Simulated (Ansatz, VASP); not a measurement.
IrO: VASP beside Ansatz

```xyz
2
Lattice="2.8103 0.0000 0.0000 0.0000 2.8103 0.0000 0.0000 0.0000 2.8103" Properties=species:S:1:pos:R:3 pbc="T T T"
Ir    0.0000    0.0000    0.0000
O     1.4052    1.4052    1.4052
```

Alike in both runs: functional PBE; k mesh 6 × 6 × 6; occupations gaussian, width 0.1 eV; no spin polarisation.

Ansatz relaxed the structure, and its values are those at the end. VASP's run is a single point on that final structure, the one shown.

```csv
,VASP,Ansatz
version,VASP 6.6.1,Ansatz 0.2.0
potentials or method,"VASP PAW PBE potentials, release 64 (Ir, O)","scalar-relativistic, plane waves, PAW"
plane-wave cutoff (eV),520,420
valence electrons in the cell,15,23
```

VASP gave:

```
gap on the k mesh at the Fermi level (eV) : none
pressure (GPa)                            : 0.1
```

Task: What did Ansatz give for the same quantities?

Result: gap on the k mesh at the Fermi level (eV): none; pressure (GPa): -0.1.

A gap of «none» marks a metal or a gap that the smearing closes. The two sets of potentials don't hold the same shells in valence.

Caveats: the k mesh is coarse (spacing up to 0.37 Å⁻¹), so the values aren't converged; an odd number of electrons without spin polarisation forces a metal; a magnetic or distorted state may lie lower. The runs have no spin-orbit coupling, so splittings on Ir are missing.
